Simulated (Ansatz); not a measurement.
The cell is LiF built on the NiAs prototype; cell and atoms were relaxed with r2SCAN. It is hexagonal, P6_3/mmc (No. 194); a = 2.776 Å, c = 4.783 Å in the conventional setting, 7.98 Å³ an atom. Around Li lie 6 F at 2.00 Å; around F lie 6 Li at 2.00 Å.

```yaml
crystal:
  lattice:
    - [2.77571, 0.00000, 0.00000]
    - [-1.38785, 2.40383, 0.00000]
    - [0.00000, 0.00000, 4.78269]
  atoms:
    - { symbol: Li, position: [0.00000, 0.00000, 0.00000] }
    - { symbol: Li, position: [0.00000, 0.00000, 0.50000] }
    - { symbol: F, position: [0.33333, 0.66667, 0.25000] }
    - { symbol: F, position: [0.66667, 0.33333, 0.75000] }
```

The questions ask for values computed with the PAW code Ansatz on this geometry. Values at 0 K without nuclear motion; spin polarisation is off, and the phase may be a hypothetical one.

(1) Is there a gap with LDA, and of what kind?

(2) What does r2SCAN give for the gap (12×12×6 mesh)?

(3) What does DDH-PBE0 give for the gap (9×9×4 mesh)?

(4) What does G0W0@PBE with 236 empty bands, a screening cutoff of 220 eV and a 6×6×4 mesh give?

(5) Roughly how does the cost of the LDA run (12×12×6) compare with r2SCAN's (12×12×6)?

(6) How strongly does the crystal screen a field with clamped ions (r2SCAN)?

(7) Relaxed again with PBEsol, is the cell stable at the zone centre, and where do its optical modes lie?

Answers

(1) With LDA the valence top lies at Γ–M (0.10 of the way from Γ) and the conduction bottom at Γ, 8.965 eV higher; the smallest vertical gap, at Γ, is 8.966 eV. Least and direct gap differ so little that the kind isn't settled.

(2) With r2SCAN the gap is 10.19 eV and direct, at Γ. The gap differs by +1.22 eV from LDA's.

(3) DDH-PBE0 gives a direct gap of 15.24 eV at Γ. The share of exact exchange is 0.485. The gap differs by +6.27 eV from LDA's.

(4) 13.60 eV (the shift on the mesh added to PBE's least gap). The quasiparticle gap on this mesh is 13.60 eV (direct at Γ), against 9.21 eV from PBE: +4.39 eV. Renormalisation factors Z lie between 0.82 and 0.89. No extrapolation in bands, cutoff or mesh was made for G0W0.

(5) About 0.4 times as much (5 core-seconds against 11 core-seconds, on a shared machine).

(6) The clamped-ion dielectric constant comes out as 1.98 along x and y, 2.00 along z. Born charges, averaged over directions: Li +1.04, F -1.04 e.

(7) All optical modes at Γ are real, from 194 to 673 cm⁻¹ without the longitudinal term; this says nothing of other wave vectors. The long-range field leaves the highest mode where it is.

Where an edge lies off the special points, it is a point of the mesh or the k point where a search put PBE's edge or least direct gap, reused for the other functionals, whose own edges may lie a little apart.

The meshes of the hybrids are coarse, so their gaps aren't converged to the digits shown.

Set aside, since their points miss a band edge that the other levels read or their mesh is too coarse: LC-ωPBE.
